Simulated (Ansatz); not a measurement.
# MoS2: the cost of one run

Method: DFT PBE+D3(BJ), scalar-relativistic, plane waves, PAW, in Ansatz 0.2.0.

The COD entry's cell or inner coordinates are ideal or old and differ from later refinements, so a difference from it is no clean test against experiment.

7 further runs of the same task are left out: 7 set aside as unsound or not needed.

## Step 1: Starting point

It takes space group R-3m (No. 166, trigonal). Conventional cell: a = 3.134 Å, b = 3.134 Å, c = 17.865 Å, α = 90.00°, β = 90.00°, γ = 120.00°. Mo (site symmetry -3m) has 6 S at 2.42 Å as nearest neighbours. Around S (site symmetry 3m) lie 3 Mo at 2.42 Å.

Structure file:

```
Mo S
1.0
     1.56712    0.90477    5.95499
    -1.56712    0.90477    5.95499
     0.00000   -1.80955    5.95499
Mo S
1 2
Cartesian
  0.0000 0.0000 0.0000
  0.0000 0.0000 13.5125
  0.0000 0.0000 4.3524
```

It is the result of an earlier relaxation at this level (volume 16.89 Å³/atom; gap on the mesh: none (metal)).

## Step 2: The grid

Atoms count from 1 in the order of the input.

The upper layer of a bilayer is slid over the lower one; relaxed at each slide: nothing; the origin of the map has S4 above S3; the distance between the facing planes is held at 3.54 Å.

The axes are (1) slide of the upper layer along the first cell vector, from S4 above S3: 6 values from 0.000 to 0.833, periodic; (2) slide of the upper layer along the second cell vector, from S4 above S3: 6 values from 0.000 to 0.833, periodic.

Nothing else is relaxed. Points are written as (first, second).

The two vectors of the plane (Å): (3.135, 0.000, 0.000); (-1.567, 2.715, 0.000).

## Step 3: Grid point (0/6, 0/6) of the map's two axes

A dipole layer in the vacuum cancels the field that periodic copies would set up if the slab's two faces differ.

File input.yaml:

```yaml
crystal:
  lattice:
    - [3.134659253, 0.0, 0.0]
    - [-1.5673296265, 2.7146945453, 0.0]
    - [0.0, 0.0, 23.9375766492]
  atoms:
    - { symbol: S, position: [0.0, 0.0, 0.1879889542] }
    - { symbol: Mo, position: [0.6666666667, 0.3333333333, 0.2552219154] }
    - { symbol: S, position: [0.3333333333, 0.6666666667, 0.3224548766] }
    - { symbol: S, position: [0.3333333333, 0.6666666667, 0.4703395206] }
    - { symbol: Mo, position: [1.0, 1.0, 0.5375724818] }
    - { symbol: S, position: [0.6666666667, 1.3333333333, 0.604805443] }
basis:
  ecutwfc: 420
kpoints:
  mp_grid: { grid: [12, 12, 1] }
hamiltonian:
  xc: pbe
  pseudopotentials: { kind: paw, azcp: { folder: soft_1 } }
  dispersion: d3bj
scf:
  occupations: { method: gaussian, width: 0.1 }
output:
  forces: true
  eigenvalues: true
efield:
  axis: 3
  dipole_correction: true
  ramp_width: 0.04
```

Started as:

```sh
$ ansatz run input.yaml --threads 1 --pin off --max-ram 3072MiB --backend cpu --events-out ev --progress --plain --runs-dir out
```

Q: Estimate wall time and peak memory on 1 thread of Arm Neoverse N1, shared host.

About 20 s, with a peak of 0.4 GiB.
